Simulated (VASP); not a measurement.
# TaAs (I4_1md) in VASP: a series of runs

Runs on TaAs. Level: PBE. Tasks: relaxation of cell and atoms.

Program: VASP 6.6.1. These are calculated values, not measurements. Logs are shortened: lines on timing, memory, paths and dates and some standing lists are left out, and cuts for length are marked.

### Step 1. The crystal as given

It takes space group I4_1md (No. 109, tetragonal). The conventional cell has a = 3.444 Å, b = 3.444 Å, c = 11.736 Å, α = 90.00°, β = 90.00°, γ = 90.00°. Around Ta (site symmetry 2mm) lie 6 As at 2.61 to 2.62 Å. As (site symmetry 2mm) has 6 Ta at 2.61 to 2.62 Å as nearest neighbours.

The cell is a database's computed one.

### Step 2. Relaxation of cell and atoms, PBE

INCAR reads:

```
SYSTEM = TaAs
PREC = Accurate
ENCUT = 350
EDIFF = 1E-7
ISMEAR = 0
SIGMA = 0.1
LREAL = .False.
LASPH = .True.
NELM = 80
ALGO = Normal
ISIF = 3
LWAVE = .False.
LCHARG = .False.
GGA = PE
IBRION = 2
NSW = 80
EDIFFG = -0.002
```

KPOINTS reads:

```
regular mesh
0
Gamma
  18 18 18
  0 0 0
```

POSCAR reads:

```
TaAs
1.0
   -1.7218133600      1.7218133600      5.8679415400
    1.7218133600     -1.7218133600      5.8679415400
    1.7218133600      1.7218133600     -5.8679415400
Ta As
2 2
Direct
    0.4999673000      0.9999673000      0.5000000000
    0.7499673000      0.7499673000      0.0000000000
    0.0826321200      0.5826321200      0.5000000000
    0.3326321200      0.3326321200      0.0000000000
```

Potentials or basis: VASP PAW PBE potentials, release 64 (Ta_pv, As).

The run is started by

```
> cat potpaw_PBE.64/Ta_pv/POTCAR potpaw_PBE.64/As/POTCAR > POTCAR
> mpirun -np 1 vasp_std > vasp.out
```

OUTCAR:

```text
SYSTEM = TaAs
   PREC = Accurate
   ENCUT = 350
   EDIFF = 1E-7
   ISMEAR = 0
   LREAL = .False.
   LASPH = .True.
   NELM = 80
   ISIF = 3
   GGA = PE
   IBRION = 2
   NSW = 80
   EDIFFG = -0.002

 ion  position               nearest neighbor table
   1  0.500  1.000  0.500-   4 2.61   4 2.61   3 2.62   3 2.62   3 2.62   3 2.62   2 3.40   2 3.40
                             2 3.40   2 3.40
   2  0.750  0.750  0.000-   3 2.61   3 2.61   4 2.62   4 2.62   4 2.62   4 2.62   1 3.40   1 3.40
                             1 3.40   1 3.40
   3  0.083  0.583  0.500-   2 2.61   2 2.61   1 2.62   1 2.62   1 2.62   1 2.62
   4  0.333  0.333  0.000-   1 2.61   1 2.61   2 2.62   2 2.62   2 2.62   2 2.62

  LATTYP: Found a body centered tetragonal cell.
 ALAT       =     3.4436267200
 C/A-ratio  =     3.4080009345

  Lattice vectors:

 A1 = (  -1.7218133600,   1.7218133600,   5.8679415400)
 A2 = (   1.7218133600,  -1.7218133600,   5.8679415400)
 A3 = (   1.7218133600,   1.7218133600,  -5.8679415400)

Analysis of symmetry for initial positions (statically):
=====================================================================
 Subroutine PRICEL returns:
 Original cell was already a primitive cell.

 Routine SETGRP: Setting up the symmetry group for a
 body centered tetragonal supercell.

 Subroutine GETGRP returns: Found  8 space group operations
 (whereof  4 operations were pure point group operations)
 out of a pool of 16 trial point group operations.

The static configuration has the point symmetry C_2v.
 The point group associated with its full space group is C_4v.

Analysis of symmetry for dynamics (positions and initial velocities):
=====================================================================
 Subroutine PRICEL returns:
 Original cell was already a primitive cell.

 Routine SETGRP: Setting up the symmetry group for a
 body centered tetragonal supercell.

 Subroutine GETGRP returns: Found  8 space group operations
 (whereof  4 operations were pure point group operations)
 out of a pool of 16 trial point group operations.

The dynamic configuration has the point symmetry C_2v.
 The point group associated with its full space group is C_4v.

 Subroutine INISYM returns: Found  8 space group operations
 (whereof  4 operations are pure point group operations),
 and found     1 'primitive' translations

----------------------------------------------------------------------------------------

                                     Primitive cell

  volume of cell :      69.5854

  direct lattice vectors                    reciprocal lattice vectors
    -1.721813360  1.721813360  5.867941540     0.000000000  0.290391521  0.085208756
     1.721813360 -1.721813360  5.867941540     0.290391521  0.000000000  0.085208756
     1.721813360  1.721813360 -5.867941540     0.290391521  0.290391521  0.000000000

  length of vectors
     6.353111081  6.353111081  6.353111081     0.302634710  0.302634710  0.410675627

  position of ions in fractional coordinates (direct lattice)
     0.499967300  0.999967300  0.500000000
     0.749967300  0.749967300  0.000000000
     0.082632120  0.582632120  0.500000000
     0.332632120  0.332632120  0.000000000

  ion indices of the primitive-cell ions
   primitive index   ion index
                 1           1
                 2           2
                 3           3
                 4           4

----------------------------------------------------------------------------------------

 KPOINTS: regular mesh

Automatic generation of k-mesh.
 Grid dimensions read from file:
 generate k-points for:   18   18   18

 Generating k-lattice:

  Cartesian coordinates                     Fractional coordinates (reciprocal lattice)
     0.000000000  0.016132862  0.004733820     0.055555556  0.000000000 -0.000000000
     0.016132862  0.000000000  0.004733820     0.000000000  0.055555556 -0.000000000
     0.016132862  0.016132862  0.000000000     0.000000000  0.000000000  0.055555556

  Length of vectors
     0.016813039  0.016813039  0.022815313

  Shift w.r.t. Gamma in fractional coordinates (k-lattice)
     0.000000000  0.000000000  0.000000000

 Subroutine IBZKPT returns following result:
 ===========================================

 Found    480 irreducible k-points:

 Following reciprocal coordinates:
            Coordinates               Weight
  0.000000  0.000000  0.000000      1.000000
  0.055556  0.000000 -0.000000      8.000000
  0.111111  0.000000 -0.000000      8.000000
  0.166667  0.000000  0.000000      8.000000
  0.222222 -0.000000  0.000000      8.000000
  0.277778  0.000000 -0.000000      8.000000
[... 16 lines left out ...]
 -0.277778  0.055556  0.000000     16.000000
 -0.222222  0.055556 -0.000000     16.000000
 [... further k-points ...]
   k-points           NKPTS =    480   k-points in BZ     NKDIM =    480   number of bands    NBANDS=     20
   number of dos      NEDOS =    301   number of ions     NIONS =      4
   total plane-waves  NPLWV =  64000
   dimension x,y,z NGX =    40 NGY =   40 NGZ =   40
   dimension x,y,z NGXF=    80 NGYF=   80 NGZF=   80
   ions per type =               2   2
   NGX,Y,Z   is equivalent  to a cutoff of  10.47, 10.47, 10.47 a.u.
   NGXF,Y,Z  is equivalent  to a cutoff of  20.93, 20.93, 20.93 a.u.
 SYSTEM =  TaAs
   PREC   = accura    normal or accurate (medium, high low for compatibility)
   ISTART =      0    job   : 0-new  1-cont  2-samecut
   ICHARG =      2    charge: 1-file 2-atom 10-const
   ISPIN  =      1    spin polarized calculation?
   LNONCOLLINEAR =      F non collinear calculations
   LSORBIT =      F    spin-orbit coupling
   LASPH  =      T    aspherical Exc in radial PAW
   ENCUT  =  350.0 eV  25.72 Ry    5.07 a.u.   9.69  9.69  9.69*2*pi/ulx,y,z
   NELM   =     80;   NELMIN=  2; NELMDL= -5     # of ELM steps
   EDIFF  = 0.1E-06   stopping-criterion for ELM
   LREAL  =      F    real-space projection
   EDIFFG = -.2E-02   stopping-criterion for IOM
   NSW    =     80    number of steps for IOM
   IBRION =      2    ionic relax: 0-MD 1-quasi-New 2-CG
   NFREE  =      1    steps in history (QN), initial steepest desc. (CG)
   ISIF   =      3    stress and relaxation
   ISYM   =      2    0-nonsym 1-usesym 2-fastsym
   POTIM  = 0.5000    time-step for ionic-motion
   TEBEG  =    0.0;   TEEND  =   0.0 temperature during run
   PSTRESS=    0.0 pullay stress
   NELECT =      32.0000    total number of electrons
   NUPDOWN=      -1.0000    fix difference up-down
   EMIN   =  10.00;   EMAX   =-10.00  energy-range for DOS
   EFERMI =   0.00;   METHOD = LEGACY
   ISMEAR =     0;   SIGMA  =   0.10  broadening in eV -4-tet -1-fermi 0-gaus
   EFERMI_NEDOS =   21; number of points for ismear=-14 and -15
   IALGO  =     38    algorithm
   IMIX   =      4    mixing-type and parameters
     AMIX     =   0.40;   BMIX     =  1.00
     AMIX_MAG =   1.60;   BMIX_MAG =  1.00
  volume/ion in A,a.u.               =      17.40       117.40
  Fermi-wavevector in a.u.,A,eV,Ry     =   1.263627  2.387909 21.725142  1.596753
  Thomas-Fermi vector in A             =   2.396974
   LORBIT       =      0    0 simple, 1 ext, 2 COOP (PROOUT), +10 PAW based schemes
   GGA     = PE    functional components
   LHFCALC =     F    Hartree Fock is set to
   AEXX    =    0.0000 exact exchange contribution
   IVDW    =     0    specifies the selected vdW correction
   LEPSILON=     F    determine dielectric tensor
   LRPA    =     F    only Hartree local field effects (RPA)
 conjugate gradient relaxation of ions
 non-spin polarized calculation
 Gauss-broadening in eV      SIGMA  =   0.10
  energy-cutoff  :      350.00
  volume of cell :       69.59
 maximum number of plane-waves:      1069
   NGX = 19   NGY = 19   NGZ = 19

--------------------------------------- Ionic step        1  -------------------------------------------

 number of electron      32.0000002 magnetization

 Free energy of the ion-electron system (eV)
  ---------------------------------------------------
  ext. energy  EPLUGINS =         0.00000000
  ---------------------------------------------------
  free energy    TOTEN  =       -35.10536800 eV

  energy without entropy =      -35.10369789  energy(sigma->0) =      -35.10453294

------------------------ aborting loop because EDIFF is reached ----------------------------------------

  FORCE on cell =-STRESS in cart. coord.  units (eV):
  Direction    XX          YY          ZZ          XY          YZ          ZX
  --------------------------------------------------------------------------------------
  -------------------------------------------------------------------------------------
  Total        1.2386459      1.2386459      0.7204050      0.0000000      0.0000000      0.0000000
  in kB       28.5193648     28.5193648     16.5870577      0.0000000      0.0000000      0.0000000
  external PRESSURE =      24.5419291 kB  Pullay stress =       0.0000000 kB
[... 95 lines left out ...]
  FREE ENERGIE OF THE ION-ELECTRON SYSTEM (eV)
  ---------------------------------------------------
  free  energy   TOTEN  =       -35.1128418820 eV

  energy  without entropy=      -35.1111544604  energy(sigma->0) =      -35.11199817

[... ionic steps 4 to 11 ...]

--------------------------------------- Ionic step       12  -------------------------------------------

 number of electron      32.0000003 magnetization

------------------------ aborting loop because EDIFF is reached ----------------------------------------

  FORCE on cell =-STRESS in cart. coord.  units (eV):
  Direction    XX          YY          ZZ          XY          YZ          ZX
  --------------------------------------------------------------------------------------
  -------------------------------------------------------------------------------------
  Total       -0.0157841     -0.0157841     -0.0072977      0.0000000      0.0000000      0.0000000
  in kB       -0.3587952     -0.3587952     -0.1658868      0.0000000      0.0000000      0.0000000
  external PRESSURE =      -0.2944924 kB  Pullay stress =       0.0000000 kB
[... 61 lines left out ...]
  energy  without entropy=      -35.1115602861  energy(sigma->0) =      -35.11240186

--------------------------------------- Ionic step       14  -------------------------------------------

 number of electron      32.0000003 magnetization

 Free energy of the ion-electron system (eV)
  ---------------------------------------------------
  ext. energy  EPLUGINS =         0.00000000
  ---------------------------------------------------
  free energy    TOTEN  =       -35.11324564 eV

  energy without entropy =      -35.11156205  energy(sigma->0) =      -35.11240384

 E-fermi :   6.8516     XC(G=0): -11.8483

 val. band max:        6.8404962116   @ k =  -0.3333   0.4444   0.3333
 cond. band min:       6.8525968948   @ k =  -0.1667  -0.4444   0.1667
 fundamental gap:      0.0121006832
 Fermi energy:         6.8516107550

 k-point     1 :       0.0000    0.0000    0.0000
  band No.  band energies     occupation
      1     -28.1502      2.00000
      2     -28.1213      2.00000
      3     -28.1213      2.00000
      4     -27.9763      2.00000
      5     -27.9763      2.00000
      6     -27.9219      2.00000
[... 12 lines left out ...]
     19       9.1696      0.00000
[... 513 lines left out ...]
      4     -28.0326      2.00000
      5     -27.9738      2.00000
      6     -27.9290      2.00000
[... 12 lines left out ...]
     19       8.5257      0.00000
     20       9.2647      0.00000

 [... further k-points ...]
[... 5 lines left out ...]
  --------------------------------------------------------------------------------------
  -------------------------------------------------------------------------------------
  Total        0.0013863      0.0013863     -0.0008475      0.0000000      0.0000000      0.0000000
  in kB        0.0315172      0.0315172     -0.0192668      0.0000000      0.0000000      0.0000000
  external PRESSURE =       0.0145892 kB  Pullay stress =       0.0000000 kB
[... 19 lines left out ...]
  FREE ENERGIE OF THE ION-ELECTRON SYSTEM (eV)
  ---------------------------------------------------
  free  energy   TOTEN  =       -35.1132456409 eV

  energy  without entropy=      -35.1115620472  energy(sigma->0) =      -35.11240384

 reached required accuracy - stopping structural energy minimisation
```

Wall time 34 min (1 thread of Intel Xeon 6975P-C (Granite Rapids), shared host); peak memory 0.55 GiB.

What came out:

- Free energy: -35.1132 eV
- Relaxed volume: 17.62 Å³/atom
- Relaxed cell: a = 6.359 Å, b = 6.359 Å, c = 6.359 Å, α = 148.38°, β = 148.38°, γ = 45.33°
- Space group after relaxing (to 0.05 Å): I4_1md (No. 109)
- Energy gained by relaxing: 2.0 meV/atom
- Ionic steps: 14
- Pressure after relaxing: 0.0 GPa
- Band gap on the k mesh: none (metal or under the smearing width)

The path:
| step | energy change (eV) | largest force (eV/Å) | pressure (GPa) | volume (Å³) |
| --- | --- | --- | --- | --- |
| 1 | 0.0000 | 0.0252 | 2.45 | 69.59 |
| 2 | 0.0175 | 0.0168 | -4.32 | 72.30 |
| 3 | -0.0075 | 0.0232 | -0.07 | 70.53 |
| 4 | -0.0075 | 0.0233 | -0.01 | 70.51 |
| 5 | -0.0078 | 0.0164 | 0.01 | 70.48 |
| 6 | -0.0079 | 0.0108 | 0.04 | 70.46 |
| 7 | -0.0079 | 0.0041 | -0.08 | 70.50 |
| 8 | -0.0079 | 0.0032 | -0.02 | 70.48 |
| 9 | -0.0079 | 0.0024 | -0.01 | 70.48 |
| 10 | -0.0079 | 0.0002 | -0.04 | 70.49 |
| 11 | -0.0079 | 0.0021 | -0.03 | 70.48 |
| 12 | -0.0079 | 0.0023 | -0.03 | 70.48 |
| 13 | -0.0079 | 0.0040 | 0.02 | 70.46 |
| 14 | -0.0079 | 0.0008 | 0.00 | 70.47 |

Final structure:
```
Ta As
1.0
    -1.73269    1.73269    5.86841
     1.73269   -1.73269    5.86841
     1.73269    1.73269   -5.86841
Ta As
2 2
Cartesian
  0.0000 1.7327 0.0023
  0.0000 0.0000 8.8049
  1.7327 0.0000 0.9672
  0.0000 0.0000 3.9014
```

Levels at points of the mesh, in eV from the Fermi level:
| k point | band 12 | band 13 | band 14 | band 15 | band 16 | band 17 | band 18 | band 19 | band 20 |
| --- | --- | --- | --- | --- | --- | --- | --- | --- | --- |
| (0.00, 0.00, 0.00) | -2.46 | -2.30 | -1.89 | -1.63 | -1.63 | 0.87 | 1.54 | 2.32 | 3.02 |
| (0.50, 0.00, 0.00) | -3.40 | -2.43 | -2.28 | -1.53 | -0.25 | 0.12 | 1.36 | 2.22 | 2.40 |
| (0.50, 0.50, 0.00) | -5.02 | -3.15 | -3.15 | -1.12 | -1.12 | 2.73 | 2.73 | 3.01 | 3.01 |
| (0.50, 0.50, 0.50) | -2.85 | -2.74 | -2.74 | -0.96 | -0.96 | 1.19 | 1.19 | 2.27 | 2.27 |

Spin-orbit coupling is left out, which matters for the levels of Ta.

### Step 3. Relaxation of cell and atoms, PBE

This run uses another cell than the first one, of 17.62 Å³/atom, 1.013 times its volume.

INCAR is that of step 2.

KPOINTS is that of step 2.

POSCAR reads:

```
TaAs                                    
1.0
   -1.7326883155      1.7326883155      5.8684096751
    1.7326883155     -1.7326883155      5.8684096751
    1.7326883155      1.7326883155     -5.8684096751
  Ta              As            
     2     2
Direct
     0.5001948169073557    0.0001948169073559    0.5000000000000000
     0.7501948169073557    0.7501948169073557    0.0000000000000000
     0.0824046030926453    0.5824046030926454    0.5000000000000000
     0.3324046030926452    0.3324046030926452    0.0000000000000000
```

Potentials or basis: VASP PAW PBE potentials, release 64 (Ta_pv, As).

The run is started by

```
> cat potpaw_PBE.64/Ta_pv/POTCAR potpaw_PBE.64/As/POTCAR > POTCAR
> mpirun -np 1 vasp_std > vasp.out
```

It took 5.6 min on 1 thread of Intel Xeon 6975P-C (Granite Rapids), shared host; peak memory 0.52 GiB.

Results (log left out):

```yaml
Free_energy: -35.1143 eV
Pressure_after_relaxing: 0.0 GPa
Band_gap_on_the_k_mesh: none (metal or under the smearing width)
```

Final structure:
```yaml
crystal:
  lattice:
    - [-1.73269, 1.73269, 5.86841]
    - [1.73269, -1.73269, 5.86841]
    - [1.73269, 1.73269, -5.86841]
  atoms:
    - { symbol: Ta, position: [0.50019, 0.00019, 0.50000] }
    - { symbol: Ta, position: [0.75019, 0.75019, 0.00000] }
    - { symbol: As, position: [0.08240, 0.58240, 0.50000] }
    - { symbol: As, position: [0.33240, 0.33240, 0.00000] }
```

Levels at points of the mesh, in eV from the Fermi level:
```tsv
k point	band 13	band 14	band 15	band 16	band 17	band 18	band 19	band 20
(0.00, 0.00, 0.00)	-2.30	-1.89	-1.63	-1.63	0.87	1.54	2.32	3.02
(0.50, 0.00, 0.00)	-2.43	-2.28	-1.53	-0.25	0.12	1.36	2.22	2.40
(0.50, 0.50, 0.00)	-3.15	-3.15	-1.12	-1.12	2.73	2.73	3.01	3.01
(0.50, 0.50, 0.50)	-2.74	-2.74	-0.96	-0.96	1.19	1.19	2.27	2.27
```

Caveat: the relaxation stopped at its first step, so nothing moved. Spin-orbit coupling is left out, which matters for the levels of Ta.
